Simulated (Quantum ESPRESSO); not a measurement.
# Sn (Im-3m) in Quantum ESPRESSO: reference runs

Aim: a first look at Sn with PBEsol, on the cell as given and on a disturbed one.

Program: Quantum ESPRESSO 7.5. These are calculated values, not measurements. Logs are shortened: lines on timing, memory, paths and dates and some standing lists are left out, and cuts for length are marked.

### 1 The structure

The structure is cubic, space group Im-3m (No. 229). Conventional cell: a = 3.789 Å, b = 3.789 Å, c = 3.789 Å, α = 90.00°, β = 90.00°, γ = 90.00°. Sn (site symmetry m-3m) has 8 Sn at 3.28 Å as nearest neighbours.

This isn't the form of Sn at room conditions, which is tetragonal (white tin).

### 2 Single point, PBEsol

Contents of pw.in:

```
&CONTROL
  calculation = 'scf'
  prefix = 'pwscf'
  outdir = './tmp'
  pseudo_dir = './pseudo'
  tprnfor = .true.
  tstress = .true.
  disk_io = 'low'
/
&SYSTEM
  ibrav = 0
  nat = 1
  ntyp = 1
  ecutwfc = 68
  ecutrho = 544
  nbnd = 13
  occupations = 'smearing'
  smearing = 'fd'
  degauss = 0.00367493
/
&ELECTRONS
  conv_thr = 2d-10
  electron_maxstep = 120
  mixing_beta = 0.5
/
ATOMIC_SPECIES
Sn   118.7100 sn_pbesol_v1.4.uspp.F.UPF
CELL_PARAMETERS angstrom
  -1.8946518192    1.8946518192    1.8946518192
   1.8946518192   -1.8946518192    1.8946518192
   1.8946518192    1.8946518192   -1.8946518192
ATOMIC_POSITIONS crystal
Sn     0.0000000000    0.0000000000    0.0000000000
K_POINTS automatic
10 10 10 0 0 0
```

Contents of pp_density.in:

```
&INPUTPP
  prefix = 'pwscf'
  outdir = './tmp'
  filplot = 'density.dat'
  plot_num = 0
/
&PLOT
  nfile = 1
  filepp(1) = 'density.dat'
  iflag = 3
  output_format = 6
  fileout = 'density.cube'
/
```

Contents of pp_potential.in:

```
&INPUTPP
  prefix = 'pwscf'
  outdir = './tmp'
  filplot = 'potential.dat'
  plot_num = 11
/
&PLOT
  nfile = 1
  filepp(1) = 'potential.dat'
  iflag = 3
  output_format = 6
  fileout = 'potential.cube'
/
```

Potentials or basis: GBRV 1.5 PBEsol.

Launch:

```bash
> OMP_NUM_THREADS=1 mpirun -n 2 pw.x -nk 2 -in pw.in > pw.out
> OMP_NUM_THREADS=1 mpirun -n 1 pp.x -in pp_density.in > pp_density.out
> OMP_NUM_THREADS=1 mpirun -n 1 pp.x -in pp_potential.in > pp_potential.out
```

pw.out:

```text
This program is part of the open-source Quantum ESPRESSO suite
     for quantum simulation of materials; please cite
         "P. Giannozzi et al., J. Phys.:Condens. Matter 21 395502 (2009);
         "P. Giannozzi et al., J. Phys.:Condens. Matter 29 465901 (2017);
         "P. Giannozzi et al., J. Chem. Phys. 152 154105 (2020);
     in publications or presentations arising from this work. More details at

     Message from routine setup:
     using ibrav=0 with symmetry is DISCOURAGED, use correct ibrav instead

     K-points division:     npool     =       2
     Subspace diagonalization in iterative solution of the eigenvalue problem:
     a serial algorithm will be used

     G-vector sticks info
     --------------------
     sticks:   dense  smooth     PW     G-vecs:    dense   smooth      PW
     Sum        1563     785    277                39327    13835    2899

     Using Slab Decomposition

     bravais-lattice index     =            0
     lattice parameter (alat)  =       6.2014  a.u.
     unit-cell volume          =     183.5882 (a.u.)^3
     number of atoms/cell      =            1
     number of atomic types    =            1
     number of electrons       =        14.00
     number of Kohn-Sham states=           13
     kinetic-energy cutoff     =      68.0000  Ry
     charge density cutoff     =     544.0000  Ry
     scf convergence threshold =      2.0E-10
     mixing beta               =       0.5000
     number of iterations used =            8  plain     mixing
     Exchange-correlation= SLA  PW   PSX  PSC
                           (   1   4  10   8   0   0   0)

     celldm(1)=   6.201388  celldm(2)=   0.000000  celldm(3)=   0.000000
     celldm(4)=   0.000000  celldm(5)=   0.000000  celldm(6)=   0.000000

     crystal axes: (cart. coord. in units of alat)
               a(1) = (  -0.577350   0.577350   0.577350 )
               a(2) = (   0.577350  -0.577350   0.577350 )
               a(3) = (   0.577350   0.577350  -0.577350 )

     reciprocal axes: (cart. coord. in units 2 pi/alat)
               b(1) = ( -0.000000  0.866025  0.866025 )
               b(2) = (  0.866025 -0.000000  0.866025 )
               b(3) = (  0.866025  0.866025  0.000000 )

     PseudoPot. # 1 for Sn read from file:
     sn_pbesol_v1.4.uspp.F.UPF
     Pseudo is Ultrasoft + core correction, Zval = 14.0
     Generated by new atomic code, or converted to UPF format
     Using radial grid of  891 points,  6 beta functions with:
                l(1) =   0
                l(2) =   0
                l(3) =   1
                l(4) =   1
                l(5) =   2
                l(6) =   2
     Q(r) pseudized with  8 coefficients,  rinner =    1.350   1.350   1.350
                                                       1.350   1.350

     atomic species   valence    mass     pseudopotential
     Sn               14.00   118.71000     Sn( 1.00)

     48 Sym. Ops., with inversion, found

   Cartesian axes

     site n.     atom                  positions (alat units)
         1        Sn     tau(   1) = (   0.0000000   0.0000000   0.0000000  )

     number of k points=    47  Fermi-Dirac smearing, width (Ry)=  0.0037
                       cart. coord. in units 2pi/alat
        k(    1) = (   0.0000000   0.0000000   0.0000000), wk =   0.0020000
        k(    2) = (   0.0866025   0.0866025   0.0000000), wk =   0.0240000
        k(    3) = (   0.1732051   0.1732051   0.0000000), wk =   0.0240000
        k(    4) = (   0.2598076   0.2598076   0.0000000), wk =   0.0240000
        k(    5) = (   0.3464102   0.3464102   0.0000000), wk =   0.0240000
        k(    6) = (  -0.4330127  -0.4330127   0.0000000), wk =   0.0120000
[... 39 lines left out ...]
        k(   46) = (  -0.8660254  -0.0866025  -0.0866025), wk =   0.0240000
        k(   47) = (  -0.8660254  -0.8660254  -0.8660254), wk =   0.0020000

     Dense  grid:    39327 G-vectors     FFT dimensions: (  48,  48,  48)

     Smooth grid:    13835 G-vectors     FFT dimensions: (  36,  36,  36)

     Initial potential from superposition of free atoms

     starting charge      13.0000, renormalised to      14.0000
     Starting wfcs are    9 randomized atomic wfcs +    4 random wfcs

     Self-consistent Calculation

     iteration #  1     ecut=    68.00 Ry     beta= 0.50
     Davidson diagonalization with overlap
     ethr =  1.00E-02,  avg # of iterations =  7.6

     total energy              =    -158.64303076 Ry
     estimated scf accuracy    <       1.17016589 Ry

     iteration #  2     ecut=    68.00 Ry     beta= 0.50
     Davidson diagonalization with overlap
     ethr =  8.36E-03,  avg # of iterations =  2.0

     total energy              =    -158.91507542 Ry
     estimated scf accuracy    <       0.01177733 Ry

     iteration #  3     ecut=    68.00 Ry     beta= 0.50
     Davidson diagonalization with overlap
     ethr =  8.41E-05,  avg # of iterations =  4.9
[... 36 lines left out ...]
     total energy              =    -158.91686887 Ry
     estimated scf accuracy    <          1.3E-09 Ry

     iteration #  9     ecut=    68.00 Ry     beta= 0.50
     Davidson diagonalization with overlap
     ethr =  9.29E-12,  avg # of iterations =  3.0

     total energy              =    -158.91686887 Ry
     estimated scf accuracy    <       0.00000002 Ry

     iteration # 10     ecut=    68.00 Ry     beta= 0.50
     Davidson diagonalization with overlap
     ethr =  9.29E-12,  avg # of iterations =  2.3

     End of self-consistent calculation

          k = 0.0000 0.0000 0.0000 (  1745 PWs)   bands (ev):

   -10.7882 -10.7882 -10.7882 -10.6494 -10.6494  -0.3930  18.6370  18.6370
    18.6370  23.0194  23.0194  23.0195  23.4076

          k = 0.0866 0.0866 0.0000 (  1757 PWs)   bands (ev):

   -10.7926 -10.7818 -10.7674 -10.6543 -10.6501  -0.1753  16.9102  17.8518
    18.3540  21.3122  21.6383  22.6289  24.1531

          k = 0.1732 0.1732 0.0000 (  1729 PWs)   bands (ev):

   -10.8040 -10.7684 -10.7124 -10.6644 -10.6515   0.4788  13.7742  16.4904
    17.6384  20.0859  20.4495  22.7775  24.6856

          k = 0.2598 0.2598 0.0000 (  1737 PWs)   bands (ev):

   -10.8181 -10.7622 -10.6680 -10.6533 -10.6435   1.5652  10.6691  15.3204
    16.8710  19.2665  19.6122  23.6466  25.4084

          k = 0.3464 0.3464 0.0000 (  1744 PWs)   bands (ev):

   -10.8296 -10.7675 -10.6616 -10.6547 -10.5869   3.0375   7.9356  14.5630
    16.3353  18.7925  19.1158  24.9297  26.3229

          k =-0.4330-0.4330 0.0000 (  1734 PWs)   bands (ev):

   -10.8339 -10.7715 -10.6573 -10.6552 -10.5651   4.2704   6.2761  14.3024
    16.1469  18.6378  18.9513  25.8207  26.9441

          k = 0.1732 0.0866 0.0866 (  1740 PWs)   bands (ev):

   -10.7937 -10.7794 -10.7285 -10.6622 -10.6512   0.2607  14.9822  16.3271
    17.4881  20.9938  21.1049  22.7784  24.5016

          k = 0.2598 0.1732 0.0866 (  1728 PWs)   bands (ev):

   -10.8039 -10.7660 -10.6730 -10.6688 -10.6527   1.1318  12.2067  14.6950
    16.5705  20.1910  21.2645  22.6980  26.1709

          k = 0.3464 0.2598 0.0866 (  1731 PWs)   bands (ev):

   -10.8160 -10.7602 -10.6682 -10.6564 -10.6137   2.4195   9.3616  13.6837
    15.8496  19.5587  21.1115  23.3184  26.9607
[... 58 lines left out ...]
   -10.7958 -10.7349 -10.6602 -10.6567 -10.6286   4.6486   7.8163  10.2597
    12.5992  23.4922  25.1182  26.0046  27.2583

          k = 0.0000-0.0866 0.2598 (  1740 PWs)   bands (ev):

   -10.7827 -10.7582 -10.7157 -10.6783 -10.6515   0.6961  13.8873  15.6799
    16.4849  19.5616  21.5738  22.0387  25.4614

          k = 0.5196 0.3464 0.3464 (  1734 PWs)   bands (ev):

   -10.7890 -10.6907 -10.6907 -10.6499 -10.6499   5.3173   8.4212   8.4212
    12.3329  24.6309  25.6710  25.6710  29.3237

          k =-0.0000-0.1732 0.3464 (  1742 PWs)   bands (ev):

   -10.7960 -10.7510 -10.6818 -10.6580 -10.6462   1.7805  10.8489  14.5437
    15.8503  19.7086  20.7299  21.7427  27.6778

          k = 0.0866-0.0866 0.3464 (  1731 PWs)   bands (ev):

   -10.7764 -10.7431 -10.6907 -10.6730 -10.6571   1.5644  12.1733  13.5477
    16.1501  18.9434  20.8765  23.7623  25.3920

          k = 0.0000-0.2598 0.4330 (  1729 PWs)   bands (ev):

   -10.8067 -10.7585 -10.6731 -10.6625 -10.5891   3.2465   8.1439  13.8126
    15.3668  19.8172  20.2087  22.3608  25.8425

          k = 0.0866-0.1732 0.4330 (  1739 PWs)   bands (ev):

   -10.7825 -10.7417 -10.6835 -10.6718 -10.6150   2.8436   9.7023  12.2758
    15.8686  19.2335  20.4643  23.7231  25.5382
[... 23 lines left out ...]
   -10.7605 -10.7605 -10.6556 -10.6556 -10.6458   4.5266   8.6112  10.6980
    10.6980  26.3670  26.3670  27.6330  27.8616

          k = 0.4330 0.4330 0.3464 (  1740 PWs)   bands (ev):

   -10.7597 -10.7255 -10.6774 -10.6545 -10.6544   5.3483   8.2012   9.6520
    10.4881  26.8590  27.0711  28.2173  28.4959

          k = 0.0000 0.0000 0.3464 (  1737 PWs)   bands (ev):

   -10.7329 -10.7329 -10.7178 -10.7030 -10.6617   1.3474  13.9393  14.3511
    14.3511  17.7676  23.5265  23.5265  24.5395

          k =-0.0000-0.0866 0.4330 (  1737 PWs)   bands (ev):

   -10.7377 -10.7328 -10.6997 -10.6778 -10.6531   2.4244  11.3503  13.2378
    14.1722  17.4636  23.0657  23.4756  25.1789

          k = 0.0000-0.1732 0.5196 (  1732 PWs)   bands (ev):

   -10.7504 -10.7465 -10.7029 -10.6679 -10.5948   3.8706   8.7509  12.5234
    13.9463  18.3497  22.3065  22.5296  23.4886

          k = 0.0866-0.0866 0.5196 (  1746 PWs)   bands (ev):

   -10.7478 -10.7275 -10.7046 -10.6665 -10.6150   3.6822  10.0876  11.3495
    14.3003  17.1174  22.1221  22.8668  26.0663

          k =-0.8660-0.2598-0.2598 (  1736 PWs)   bands (ev):

   -10.7569 -10.7499 -10.7095 -10.6591 -10.5723   5.0445   7.1770  12.2782
    13.8330  19.3881  20.9153  22.3466  23.1959

          k =-0.7794-0.1732-0.2598 (  1749 PWs)   bands (ev):

   -10.7562 -10.7311 -10.7223 -10.6407 -10.5863   5.1460   8.2380  10.5291
    14.4697  17.9115  20.0575  22.3530  26.1793

          k =-0.6928-0.1732-0.1732 (  1752 PWs)   bands (ev):

   -10.7490 -10.7490 -10.7211 -10.6039 -10.6039   5.9243   8.7036   8.7036
    15.0478  18.3814  18.3814  22.1678  29.6939

          k =-0.0000-0.0000 0.5196 (  1745 PWs)   bands (ev):

   -10.7521 -10.7118 -10.6707 -10.6707 -10.6553   3.4840  11.9087  12.1331
    12.1331  15.9585  22.1544  25.8379  25.8382

          k = 0.0000-0.0866 0.6062 (  1752 PWs)   bands (ev):

   -10.7705 -10.7425 -10.6708 -10.6417 -10.6018   4.8931   9.6833  11.4225
    12.4660  15.9982  19.6198  25.3472  26.0891

          k =-0.8660-0.1732-0.1732 (  1756 PWs)   bands (ev):

   -10.7751 -10.7569 -10.6734 -10.6303 -10.5787   6.0009   8.2279  11.1785
    12.5608  16.8615  18.0070  25.1552  25.9667

          k =-0.7794-0.0866-0.1732 (  1750 PWs)   bands (ev):

   -10.7809 -10.7695 -10.6578 -10.6089 -10.5887   6.2359   9.1509   9.9565
    12.8306  16.0152  17.4333  25.2921  29.1469

          k = 0.0000 0.0000 0.6928 (  1758 PWs)   bands (ev):

   -10.7928 -10.7778 -10.6110 -10.6110 -10.6050   6.2367  10.7035  10.7121
    10.7121  14.8900  17.1572  27.9824  28.9158

          k =-0.8660-0.0866-0.0866 (  1746 PWs)   bands (ev):

   -10.7987 -10.7944 -10.6102 -10.5986 -10.5839   7.2557   9.4788  10.4678
    11.2113  15.1084  15.6491  28.0858  29.2447

          k =-0.8660-0.8660-0.8660 (  1686 PWs)   bands (ev):

   -10.8085 -10.8085 -10.5857 -10.5857 -10.5857   8.1883  10.2233  10.2233
    10.2233  14.5373  14.5373  29.5112  31.0063

     the Fermi energy is    10.6642 ev

!    total energy              =    -158.91686887 Ry
     estimated scf accuracy    <          5.6E-12 Ry
     smearing contrib. (-TS)   =      -0.00053842 Ry
     internal energy E=F+TS    =    -158.91633045 Ry

     The total energy is F=E-TS. E is the sum of the following terms:
     one-electron contribution =     -53.82484144 Ry
     hartree contribution      =      37.05715255 Ry
     xc contribution           =     -42.53754682 Ry
     ewald contribution        =     -99.61109473 Ry

     convergence has been achieved in  10 iterations

     Forces acting on atoms (cartesian axes, Ry/au):

     atom    1 type  1   force =     0.00000000    0.00000000    0.00000000

     Total force =     0.000000     Total SCF correction =     0.000000

     Computing stress (Cartesian axis) and pressure

          total   stress  (Ry/bohr**3)                   (kbar)     P=      -24.09
  -0.00016374   0.00000000   0.00000000          -24.09        0.00        0.00
   0.00000000  -0.00016374   0.00000000            0.00      -24.09        0.00
   0.00000000   0.00000000  -0.00016374            0.00        0.00      -24.09

=------------------------------------------------------------------------------=
   JOB DONE.
=------------------------------------------------------------------------------=
```

Wall time 11 s (2 MPI ranks of AMD EPYC 9R45 (Zen 5), shared host); peak memory 0.26 GiB.

What came out:

* Free energy: -2162.1741 eV
* Pressure: -2.4 GPa
* Band gap on the k mesh: none (metal or under the smearing width)

### 3 Single point, PBEsol (cell strained at random at fixed volume)

Edit pw.in of step 2 so:

```diff
@@ -7,3 +7,3 @@
   tstress = .true.
-  disk_io = 'low'
+  disk_io = 'nowf'
 /
@@ -28,7 +28,7 @@
 CELL_PARAMETERS angstrom
-  -1.8946518192    1.8946518192    1.8946518192
-   1.8946518192   -1.8946518192    1.8946518192
-   1.8946518192    1.8946518192   -1.8946518192
+  -1.8779300000    1.8983980000    1.9102480000
+   1.8946180000   -1.8698070000    1.8983450000
+   1.8874050000    1.8792820000   -1.8816570000
 ATOMIC_POSITIONS crystal
-Sn     0.0000000000    0.0000000000    0.0000000000
+Sn     0.0096000000    0.0063090000   -0.0032590000
 K_POINTS automatic
```

Potentials or basis: GBRV 1.5 PBEsol.

Launch:

```bash
> OMP_NUM_THREADS=1 mpirun -n 2 pw.x -nk 2 -in pw.in > pw.out
```

Run time: 48 s. Hardware: 2 MPI ranks of AMD EPYC 9R45 (Zen 5), shared host; peak memory 0.42 GiB.

The run converged. Its results:

* Free energy: -2162.1748 eV
* Pressure: -2.4 GPa
* Band gap on the k mesh: none (metal or under the smearing width)

Stress tensor (GPa, compression positive):
```
-2.55  0.17  0.18
 0.17 -2.61  0.18
 0.18  0.18 -2.06
```

Levels at points of the mesh, in eV from the Fermi level:
```csv
k point,band 3,band 4,band 5,band 6,band 7,band 8,band 9,band 10,band 11,band 12
"(0.00, 0.00, 0.00)",-21.43,-21.31,-21.30,-11.05,7.79,8.02,8.11,12.25,12.37,12.50
"(0.00, 0.00, -0.50)",-21.31,-21.31,-21.22,-6.39,-4.38,3.62,5.42,7.93,8.25,15.37
"(0.00, -0.50, 0.00)",-21.32,-21.31,-21.23,-6.47,-4.41,3.75,5.58,8.06,8.41,15.18
"(0.00, -0.50, -0.50)",-21.32,-21.31,-21.22,-6.28,-4.35,3.55,5.48,7.85,8.32,14.90
"(-0.50, 0.00, 0.00)",-21.31,-21.31,-21.23,-6.52,-4.42,3.78,5.58,8.12,8.38,15.29
"(-0.50, 0.00, -0.50)",-21.32,-21.31,-21.22,-6.34,-4.37,3.60,5.54,7.87,8.41,14.96
"(-0.50, -0.50, 0.00)",-21.31,-21.31,-21.22,-6.32,-4.36,3.52,5.42,7.74,8.33,15.24
"(-0.50, -0.50, -0.50)",-21.25,-21.24,-21.24,-2.47,-0.56,-0.41,-0.33,3.85,3.92,18.82
```
